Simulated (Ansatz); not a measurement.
NaCl (h-MgO type): zone-centre phonons and dielectric response

Perturbation theory with PBEsol in the plane-wave code Ansatz on the PBEsol cell, ground state and force constants on a 6×6×4 mesh. All values are calculated for a non-magnetic cell, which may be hypothetical.

The symmetry is P6_3/mmc (No. 194, hexagonal); conventional cell a = 4.722 Å, c = 5.560 Å, 26.84 Å³ an atom. Na has 5 Cl at 2.73–2.78 Å; Cl has 5 Na at 2.73–2.78 Å.

```
CELL_PARAMETERS angstrom
4.72202 0.00000 0.00000
-2.36101 4.08939 0.00000
0.00000 0.00000 5.55962
ATOMIC_POSITIONS crystal
Na 0.33333 0.66667 0.25000
Na 0.66667 0.33333 0.75000
Cl 0.66667 0.33333 0.25000
Cl 0.33333 0.66667 0.75000
```

Optical modes without the longitudinal term:

| ω (cm⁻¹) | degeneracy | IR intensity, summed over the level ((D/Å)²/amu) |
| --- | --- | --- |
| 82 | 2 | 0.00 |
| 128 | 1 | 0.00 |
| 172 | 1 | 4.11 |
| 185 | 2 | 6.44 |
| 186 | 2 | 0.00 |
| 194 | 1 | 0.00 |

The zone-centre optical frequencies run from 82 to 194 cm⁻¹, none imaginary (the rest of the zone wasn't tested). With the long-range field the highest mode reaches 255 cm⁻¹. Of the real levels 2 are infrared active, the strongest at 185 cm⁻¹.

ε∞: 2.20 along x and y, 2.29 along z. With the ions relaxed, ε⁰ is 4.1 along x and y, 5.1 along z. Born charges, averaged over directions: Na +1.03, Cl -1.03 e.

For comparison, on the r2SCAN cell the mean ε∞ is 2.13 with r2SCAN (ground state on 6×6×4; least gap 5.46 eV), 2.20 with PBE (ground state on 6×6×4; least gap 4.84 eV).
